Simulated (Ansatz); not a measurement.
## 1T-SiSSe monolayer in a perpendicular field

Aim: how the 1T-SiSSe monolayer screens a field along its normal, and what the field does to its bands. A positive field points along +c.

Main program and level: Ansatz 0.2.0; plane-wave DFT, LDA, Ansatz PAW, in the first sound run; inputs show where later runs differ.

### Step 1. Set-up

The cell holds 3 atoms: 1 Se, 1 Si and 1 S. Cell: a = 3.405 Å, b = 3.405 Å, c = 34.824 Å, α = 90.0°, β = 90.0°, γ = 120.0°. Vacuum lies along c.

### Step 2. Relaxing the slab

The starting cell is a guess, so the in-plane lattice and the atoms are relaxed first, with the slab cut off from its images along the normal.

input.yaml

```yaml
crystal:
  lattice:
    - [3.405, 0.0, 0.0]
    - [-1.7025, 2.9488164999, 0.0]
    - [0.0, 0.0, 34.8236433981]
  atoms:
    - { symbol: Se, position: [0.6666666667, 0.3333333333, 0.4723802105] }
    - { symbol: Si, position: [0.0, 0.0, 0.5019353089] }
    - { symbol: S, position: [0.3333333333, 0.6666666667, 0.5276197895] }
  periodic: [true, true, false]
kpoints:
  mp_grid: { grid: [12, 12, 1] }
hamiltonian:
  xc: lda
scf:
  occupations: { method: fermi_dirac, width: 0.05 }
  convergence: { dr2_threshold: 1.0e-09 }
relax:
  f_tol: 0.004
  max_steps: 90
  cell: {}
output:
  write_potential: true
  write_density: true
  volumetric_format: npy
```

Launch:

```console
> ansatz run input.yaml --threads 2 --pin off --max-ram 3072MiB --backend cpu --events-out ev --progress --plain --runs-dir out
```

Numbers of over 12 decimals in the logs are rounded to 6 here.

The log of the run:

```text
Warning: relax.cell: scf.convergence.dr2_threshold = 1e-9 eV is looser than the 2.11010125811e-10 eV advised for a relaxation that steers and ends on the stress (1e-10 eV for each atom of the cell: 3, times the square of relax.cell.stress_2d_tol = 0.05 N/m over 11.9 Å (the atoms' height at the walk's start and 5 Å past either face), 4.193e-2 GPa, over a crystal's default 0.05). What an SCF threshold leaves in a stress goes as its square root, and in the free energy as the threshold itself, and one threshold admits the most on a small cell: [figures from the program's tests cut] Set scf.convergence.dr2_threshold to 2.11010125811e-10 eV or tighter. [rest of the remark cut]
Engine: ansatz 0.2.0, x86_64-unknown-linux-gnu
Pseudopotentials: kind: paw
Pseudopotential: Se, paw, valence charge 16, recommended cutoff 420 eV (normal), Se.paw.azcp
Pseudopotential: Si, paw, valence charge 4, recommended cutoff 420 eV (normal), Si.paw.azcp
Pseudopotential: S, paw, valence charge 6, recommended cutoff 420 eV (normal), S.paw.azcp
Functional definition: SPW92
  exchange = slater_x
  correlation = pw_c
Crystal: 3 atoms, lattice volume = 349.654 Å³
Basis set: ecut = 420 eV, 6861 PW (Γ)
Bands: 17, of which v1, the nominal top of the filled ones, is band 13 counted from 1 (12 counted from 0)
Symmetry: 6 space group operations
Space group: P3m1 (ITA 156), of the structure as read, at distance tolerance 7.0e-5 Å
k-points: 19 of 144 (time reversal used)
Non-local potential: Se, projectors of the file, l = 0: 2, l = 1: 2, l = 2: 3, l = 3: 1
Non-local potential: Si, projectors of the file, l = 0: 2, l = 1: 2, l = 2: 2
Non-local potential: S, projectors of the file, l = 0: 2, l = 1: 2, l = 2: 2
PAW form: soft (Blöchl's): semilocal exchange-correlation on the pseudo side does not see the compensation charge
PAW frozen core: Se, regenerated for the run's functional, and the local potential with it (the file was generated under x = pbe(κ = 0.804, μ = 0.219515), c = pbe(β = 0.066725))
PAW frozen core: Si, regenerated for the run's functional, and the local potential with it (the file was generated under x = pbe(κ = 0.804, μ = 0.219515), c = pbe(β = 0.066725))
PAW frozen core: S, regenerated for the run's functional, and the local potential with it (the file was generated under x = pbe(κ = 0.804, μ = 0.219515), c = pbe(β = 0.066725))
PAW one-centre angular grid: Se, 590 points (default); XC on 64 Gauss nodes
PAW one-centre angular grid: Si, 110 points (default); XC on 64 Gauss nodes
PAW one-centre angular grid: S, 110 points (default); XC on 64 Gauss nodes
Initial density: superposition of atomic densities (neutral atoms: chi_scale 0, normalization atom), corrected by the library's trained network
Initial wavefunctions: pseudopotential atomic-orbital guess
Functional: x = slater, c = lda
SCF iter   1: F=—  HF=-6860.638627 eV  |F-HF|=—  |Δ(HF+E_count)|=         —  Δρ=2.65e-3  dr2=3.61e-2  ethr=1.77e-3  ⟨swp⟩=13.8  Hψ=3163  notcnv=0
preconditioner: auto → Resta (q_TF=auto, 1.769 Å⁻¹)  ε∞=1.5  [insulator: Δε(μ)=1.389 eV  Ē_g=11.469 eV  σ=0.050 eV  W_gap=1.00  n_scr=18 (ndim 8)  ℏωp=7.9 eV  f_vac=0.824  D(μ)=0.00/eV (n_scr^D=0)  ε∞_Penn≈1.5  vacuum switching on, ρ_ref=9.5e-3 e/Å³]
SCF iter   2: F=—  HF=-6860.635845 eV  |F-HF|=—  |Δ(HF+E_count)|=   2.78e-3  Δρ=1.45e-3  dr2=2.75e-2  ethr=1.39e-4  ⟨swp⟩=5.1  Hψ=943  notcnv=0
SCF iter   3: F=—  HF=-6860.633009 eV  |F-HF|=—  |Δ(HF+E_count)|=   2.84e-3  Δρ=8.49e-4  dr2=6.53e-3  ethr=1.06e-4  ⟨swp⟩=3.7  Hψ=545  notcnv=0
SCF iter   4: F=—  HF=-6860.632663 eV  |F-HF|=—  |Δ(HF+E_count)|=   3.46e-4  Δρ=4.22e-4  dr2=8.53e-4  ethr=2.51e-5  ⟨swp⟩=2.8  Hψ=514  notcnv=0
SCF iter   5: F=—  HF=-6860.632784 eV  |F-HF|=—  |Δ(HF+E_count)|=   1.22e-4  Δρ=9.93e-5  dr2=3.69e-5  ethr=3.28e-6  ⟨swp⟩=3.5  Hψ=658  notcnv=0
SCF iter   6: F=—  HF=-6860.632804 eV  |F-HF|=—  |Δ(HF+E_count)|=   1.94e-5  Δρ=2.27e-5  dr2=2.05e-6  ethr=1.42e-7  ⟨swp⟩=2.9  Hψ=665  notcnv=0
SCF iter   7: F=—  HF=-6860.632789 eV  |F-HF|=—  |Δ(HF+E_count)|=   1.48e-5  Δρ=7.20e-6  dr2=1.49e-7  ethr=7.88e-9  ⟨swp⟩=3.1  Hψ=709  notcnv=0
SCF iter   8: F=—  HF=-6860.632789 eV  |F-HF|=—  |Δ(HF+E_count)|=   7.71e-8  Δρ=1.70e-6  dr2=7.89e-9  ethr=5.71e-10  ⟨swp⟩=3.6  Hψ=760  notcnv=0
SCF iter   9: F=-6860.632789 eV  HF=-6860.632789 eV  |F-HF|=1.20e-10  |Δ(HF+E_count)|=   1.10e-8  Δρ=4.07e-7  dr2=5.43e-10  ethr=3.85e-12  ⟨swp⟩=14.0  Hψ=2738  notcnv=0
SCF 1 converged in 9 iterations: F = -6860.632789 eV  dr2 = 5.43e-10
  greatest PAW one-centre occupation: 1.000 electrons in one spin orbital (limit 2), on the Se atom at site 0 (counted from 0), in its partial waves of l = 2
relax step   1: F+E_penalty+E_count = -6860.63278899 eV  Δ(F+E_penalty+E_count) = +0.000e0 eV  max|allowed force component| = 5.725e0 eV/Å  Δτ_max = 0.0000 Å  P = +15.719 N/m  Ω = 349.654 Å³  fix = [c, alpha, beta]  reactions: c +0.000 N/m  (9 SCF iters, accepted)
Crystal: 3 atoms, lattice volume = 351.995 Å³
Basis set: ecut = 420 eV, 6873 PW (Γ)
Initial density: handed on by an earlier stage of this run
Initial wavefunctions: those handed on with the density
iter 1 solved again at ethr=1.02e-3 eV; its pass at ethr=3.10e-3 eV (dr2=2.65e-1 eV) is discarded
SCF iter   1: F=—  HF=-6862.244552 eV  |F-HF|=—  |Δ(HF+E_count)|=         —  Δρ=6.47e-3  dr2=2.61e-1  ethr=1.02e-3  ⟨swp⟩=1.8  Hψ=2911  notcnv=0
preconditioner: auto → Resta (q_TF=auto, 1.767 Å⁻¹)  ε∞=1.5  [insulator: Δε(μ)=1.184 eV  Ē_g=10.930 eV  σ=0.050 eV  W_gap=1.00  n_scr=18 (ndim 8)  ℏωp=7.9 eV  f_vac=0.812  D(μ)=0.00/eV (n_scr^D=0)  ε∞_Penn≈1.5  vacuum switching on, ρ_ref=8.7e-3 e/Å³]
SCF iter   2: F=—  HF=-6862.187837 eV  |F-HF|=—  |Δ(HF+E_count)|=   5.67e-2  Δρ=2.64e-3  dr2=6.50e-2  ethr=1.00e-3  ⟨swp⟩=4.3  Hψ=708  notcnv=0
SCF iter   3: F=—  HF=-6862.179301 eV  |F-HF|=—  |Δ(HF+E_count)|=   8.54e-3  Δρ=1.66e-3  dr2=2.37e-2  ethr=2.50e-4  ⟨swp⟩=4.1  Hψ=784  notcnv=0
SCF iter   4: F=—  HF=-6862.175932 eV  |F-HF|=—  |Δ(HF+E_count)|=   3.37e-3  Δρ=9.74e-4  dr2=1.54e-3  ethr=9.10e-5  ⟨swp⟩=3.1  Hψ=553  notcnv=0
SCF iter   5: F=—  HF=-6862.175830 eV  |F-HF|=—  |Δ(HF+E_count)|=   1.02e-4  Δρ=2.93e-4  dr2=2.03e-4  ethr=5.94e-6  ⟨swp⟩=2.9  Hψ=637  notcnv=0
SCF iter   6: F=—  HF=-6862.175823 eV  |F-HF|=—  |Δ(HF+E_count)|=   6.57e-6  Δρ=9.45e-5  dr2=3.65e-5  ethr=7.80e-7  ⟨swp⟩=3.1  Hψ=573  notcnv=0
SCF iter   7: F=—  HF=-6862.175812 eV  |F-HF|=—  |Δ(HF+E_count)|=   1.09e-5  Δρ=2.96e-5  dr2=3.63e-6  ethr=1.40e-7  ⟨swp⟩=3.1  Hψ=553  notcnv=0
SCF iter   8: F=—  HF=-6862.175812 eV  |F-HF|=—  |Δ(HF+E_count)|=   9.39e-8  Δρ=3.73e-6  dr2=6.41e-8  ethr=1.40e-8  ⟨swp⟩=2.7  Hψ=633  notcnv=0
[...]
SCF iter   5: F=—  HF=-6862.764953 eV  |F-HF|=—  |Δ(HF+E_count)|=   7.84e-5  Δρ=1.40e-4  dr2=7.58e-4  ethr=4.43e-7  ⟨swp⟩=3.3  Hψ=683  notcnv=0
SCF iter   6: F=—  HF=-6862.764863 eV  |F-HF|=—  |Δ(HF+E_count)|=   8.98e-5  Δρ=3.28e-5  dr2=1.59e-5  ethr=4.43e-7  ⟨swp⟩=3.3  Hψ=532  notcnv=0
SCF iter   7: F=—  HF=-6862.764859 eV  |F-HF|=—  |Δ(HF+E_count)|=   4.37e-6  Δρ=7.47e-6  dr2=1.85e-7  ethr=6.10e-8  ⟨swp⟩=3.3  Hψ=634  notcnv=0
SCF iter   8: F=—  HF=-6862.764843 eV  |F-HF|=—  |Δ(HF+E_count)|=   1.63e-5  Δρ=2.18e-6  dr2=1.30e-8  ethr=7.12e-10  ⟨swp⟩=3.1  Hψ=722  notcnv=0
SCF iter   9: F=-6862.764843 eV  HF=-6862.764843 eV  |F-HF|=7.04e-10  |Δ(HF+E_count)|=   4.60e-9  Δρ=4.97e-7  dr2=5.90e-10  ethr=3.85e-12  ⟨swp⟩=10.1  Hψ=2720  notcnv=0
SCF 3 converged in 9 iterations: F = -6862.764843 eV  dr2 = 5.90e-10
relax step   3: F+E_penalty+E_count = -6862.76484266 eV  Δ(F+E_penalty+E_count) = -5.890e-1 eV  max|allowed force component| = 3.690e-1 eV/Å  Δτ_max = 0.1928 Å  P = -0.933 N/m  Ω = 344.471 Å³  energy of the carried Pulay correction = +2.046e-4 eV  fix = [c, alpha, beta]  reactions: c -0.000 N/m  (9 SCF iters, accepted)
[...]
relax step   4: F+E_penalty+E_count = -6862.78195640 eV  Δ(F+E_penalty+E_count) = -1.711e-2 eV  max|allowed force component| = 1.756e-1 eV/Å  Δτ_max = 0.0443 Å  P = -0.154 N/m  Ω = 336.842 Å³  energy of the carried Pulay correction = +5.113e-4 eV  fix = [c, alpha, beta]  reactions: c -0.000 N/m  (9 SCF iters, accepted)
[...]
relax step   5: F+E_penalty+E_count = -6862.78359100 eV  Δ(F+E_penalty+E_count) = -1.635e-3 eV  max|allowed force component| = 3.140e-2 eV/Å  Δτ_max = 0.0106 Å  P = -0.167 N/m  Ω = 337.759 Å³  energy of the carried Pulay correction = +4.741e-4 eV  fix = [c, alpha, beta]  reactions: c -0.000 N/m  (7 SCF iters, accepted)
[...]
relax step   6: F+E_penalty+E_count = -6862.78368340 eV  Δ(F+E_penalty+E_count) = -9.240e-5 eV  max|allowed force component| = 1.988e-2 eV/Å  Δτ_max = 0.0012 Å  P = -0.096 N/m  Ω = 337.467 Å³  energy of the carried Pulay correction = +4.859e-4 eV  fix = [c, alpha, beta]  reactions: c -0.000 N/m  (7 SCF iters, accepted)
[...]
relax step   7: F+E_penalty+E_count = -6862.78373705 eV  Δ(F+E_penalty+E_count) = -5.365e-5 eV  max|allowed force component| = 7.116e-3 eV/Å  Δτ_max = 0.0005 Å  P = -0.022 N/m  Ω = 337.168 Å³  energy of the carried Pulay correction = +4.980e-4 eV  fix = [c, alpha, beta]  reactions: c -0.000 N/m  (6 SCF iters, accepted)
[...]
relax step   8: F+E_penalty+E_count = -6862.78374404 eV  Δ(F+E_penalty+E_count) = -6.983e-6 eV  max|allowed force component| = 8.092e-4 eV/Å  Δτ_max = 0.0002 Å  P = -0.001 N/m  Ω = 337.073 Å³  energy of the carried Pulay correction = +5.019e-4 eV  fix = [c, alpha, beta]  reactions: c -0.000 N/m  (6 SCF iters, accepted)
Initial wavefunctions: pseudopotential atomic-orbital guess (no wavefunctions were taken with the density)
iter 1 solved again at ethr=3.93e-7 eV; its pass at ethr=3.10e-3 eV (dr2=1.02e-4 eV) is discarded
SCF iter   1: F=—  HF=-6862.783421 eV  |F-HF|=—  |Δ(HF+E_count)|=         —  Δρ=1.29e-5  dr2=7.04e-8  ethr=3.93e-7  ⟨swp⟩=5.7  Hψ=4466  notcnv=0
eigensolver tolerance schedule: the retry pair's looser diagonalisation over-reported the residual by 1449.67 of it (diagonalisation noise at 0.23 of the residual, at the tolerance the schedule requests for it); recorded, not acted on — ethr = c·dr2/N_el stays at c = 1.0e-1
SCF iter   2: F=—  HF=-6862.783406 eV  |F-HF|=—  |Δ(HF+E_count)|=   1.47e-5  Δρ=6.78e-6  dr2=3.65e-8  ethr=2.71e-10  ⟨swp⟩=4.3  Hψ=908  notcnv=0
SCF iter   3: F=—  HF=-6862.783406 eV  |F-HF|=—  |Δ(HF+E_count)|=   2.80e-8  Δρ=2.69e-6  dr2=5.48e-8  ethr=1.40e-10  ⟨swp⟩=2.9  Hψ=541  notcnv=0
SCF iter   4: F=—  HF=-6862.783406 eV  |F-HF|=—  |Δ(HF+E_count)|=   3.82e-9  Δρ=1.46e-6  dr2=1.85e-8  ethr=1.40e-10  ⟨swp⟩=2.5  Hψ=424  notcnv=0
SCF iter   5: F=-6862.783406 eV  HF=-6862.783406 eV  |F-HF|=6.82e-11  |Δ(HF+E_count)|=  9.92e-10  Δρ=6.86e-7  dr2=3.25e-10  ethr=3.85e-12  ⟨swp⟩=14.6  Hψ=3007  notcnv=0
SCF 9 converged in 5 iterations: F = -6862.783406 eV  dr2 = 3.25e-10
relax step   9: F+E_penalty+E_count = -6862.78340641 eV  Δ(F+E_penalty+E_count) = +3.376e-4 eV  max|allowed force component| = 8.155e-4 eV/Å  Δτ_max = 0.0000 Å  P = -0.009 N/m  Ω = 337.073 Å³  fix = [c, alpha, beta]  reactions: c -0.000 N/m  stress off target by 9.37e-3 N/m on what of the cell is left free  SCF on the basis re-selected at this cell (its energy is not comparable with the rows above)  (5 SCF iters)
basis re-selected at this cell: Δ(F+E_penalty+E_count) = +3.376e-4 eV, ΔP = -0.008 N/m vs the last step (what re-selecting the basis moved, of the pressure what is left beyond the Pulay correction that the steps carried, after the strain that the cell walked since its last selection, with what the two solves' SCF thresholds leave and, on support functions, any second-order correction that the steps lacked; it is no m [...]
WARN: The output density's exchange-correlation potential varies sharply where the density is thin. Do not read a vacuum level from v_tot or v_xc, or from such a field of the output density. On a cell that repeats whose density bears no net charge and no dipole along the vacuum's axis use v_es (v_loc + v_h of the components); under efield.dipole_correction with no amplitude use v_es + v_field, which holds any externa [...]
SCF converged after 5 iterations
Free energy (F): -6862.783406 eV
Harris-Foulkes:  -6862.783406 eV  (|F-HF|=6.82e-11)
Internal energy: -6862.783198 eV  (E = F + TS)
E sigma→0 (E₀):  -6862.783302 eV
Entropy (-TS):   -0.000208 eV (-0.069 meV/atom)
Fermi energy:    -5.616958 eV
--- Per-component energies (eV) ---
  E_band       = -720.990381
  E_kinetic    = 272.644490
  E_local      = -48598.446120  (includes V_loc(G=0)·N_el)
  E_nonlocal   = -535.235461
  E_hartree    = 24085.245792
  E_xc         = -256.795598
  E_vxc        = -236.269071  (∫ρ·V_xc dr)
  E_paw        = -2881.340165  (= ΣΔE_a)
  E_vpaw       = 205.825067  (= ΣTr[D̂ρ^β])
  E_aug_tail   = -0.000590  (compensation charges beyond the density's cutoff)
  E_ewald      = 21048.689565
  E_core_change = 2.454891  (= ΣΔE_core)
  E_smearing   = -0.000208  (= −TS)
  E_closure    = 0.000000  (closes the sum)
  Σ components = -6862.783406   (vs F -6862.783406, Δ=0.00e0)
--- Forces (eV/Å), atoms counted from 1 ---
  atom   1  Se     0.00000000     0.00000000     0.00009318
  atom   2  Si     0.00000000     0.00000000    -0.00067387
  atom   3  S      0.00000000    -0.00000000     0.00093294
  max |Σ_I F_I| component: 3.52e-4 eV/Å
--- 2D stress c σ (N/m, compression-positive) ---
       -0.009371      -0.000000       0.000000
       -0.000000      -0.009371      -0.000000
        0.000000      -0.000000      -0.000000
  P = ½ c Tr σ = -0.0094 N/m
--- Band table (eV; the first three rows and the last of 19) ---
  k-point 0: bands = [... 9 lower, -7.1696, -7.1696, -5.9544, -5.9544, -3.1269, -1.9746, -1.3580, -1.3580]
  k-point 1: bands = [... 9 lower, -7.5721, -7.4446, -6.5638, -5.9124, -2.6876, -1.7110, -1.2342, -1.1683]
  k-point 2: bands = [... 9 lower, -7.9879, -7.7408, -7.4538, -5.9853, -2.9795, -1.3947, -0.6459, -0.3593]
  k-point 18: bands = [... 9 lower, -11.0403, -10.7436, -7.5325, -7.3173, -3.6566, -0.2888, -0.1459, 0.9709]
  the weakly bound empty levels are not read free of the cell's end (no_gap_told)
--- Relaxed structure (8 steps of the walk, 8 accepted, 1 SCFs on fresh bases) ---
  F+E_penalty+E_count = -6862.78340641 eV   max|allowed force component| = 8.155e-4 eV/Å   (the final SCF, on the basis selected at the relaxed cell)
  cell:  # Å, volume = 337.0734 Å³
    - [3.343180, -4.575576778880872e-18, 0]
    - [-1.671590, 2.895279, 0]
    - [0, 0, 34.8236433981]
  atoms:
    - { symbol: Se, position: [0.666667, 0.333333, 0.460636] }
    - { symbol: Si, position: [0, 0, 0.502086] }
    - { symbol: S, position: [0.333333, 0.666667, 0.539213] }
```

It took 43 s on 2 threads of Intel Xeon Platinum 8488C (Sapphire Rapids), shared host; peak memory 0.57 GiB.

Step by step:

```csv
step,energy less that of the first step (eV),largest force component (eV/Å),volume (Å³)
1,0.0000,5.7255,349.65
2,-1.5430,2.8105,352.00
3,-2.1321,0.3690,344.47
4,-2.1492,0.1756,336.84
5,-2.1508,0.0314,337.76
6,-2.1509,0.0199,337.47
7,-2.1509,0.0071,337.17
8,-2.1510,0.0008,337.07
9*,-2.1506,0.0008,337.07
```

Relaxation steps marked * repeat the geometry before them on a plane-wave basis chosen anew for their cell, so energy and pressure can jump there.

The run keeps the 6 symmetry operations that it works with, so distortions that break them were not tested.

```csv
cell as run,before,after,change
a (Å),3.405,3.343,-1.8 %
b (Å),3.405,3.343,-1.8 %
```

The atoms that moved most (Å, along periodic axes as changes of fractional coordinates times the final cell, across vacuum about the mean position):

```csv
atom,dx,dy,dz,length
Se1,0.000,0.000,-0.409,0.409
S3,0.000,0.000,0.404,0.404
Si2,0.000,0.000,0.005,0.005
```

The relaxed structure:

```xyz
3
Lattice="3.3432 0.0000 0.0000 -1.6716 2.8953 0.0000 0.0000 0.0000 34.8236" Properties=species:S:1:pos:R:3
Se    1.6716    0.9651   16.0410
Si    0.0000    0.0000   17.4845
S     0.0000    1.9302   18.7774
```

Numbers from this step:

```yaml
energy_at_zero_smearing: -6862.7833 eV
```

The lattice constant a goes from 3.405 to 3.343 Å.

(Continued in part 2 of 4.)

[Logs are printed without paths, hosts, clocks, repeated set-up lines and the standing remarks that a program may print on its own settings, such as how far it seeks lower states.]

[Hosts, paths, dates, database ids (printed as entryN), source tags and the programs' standing remarks are cut or masked in the printed files.]

[Maps of the electrostatic potential energy from Ansatz leave out the sawtooth potential of an applied field or a dipole correction, so their vacuum need not be flat; planar profiles and work functions include it.]
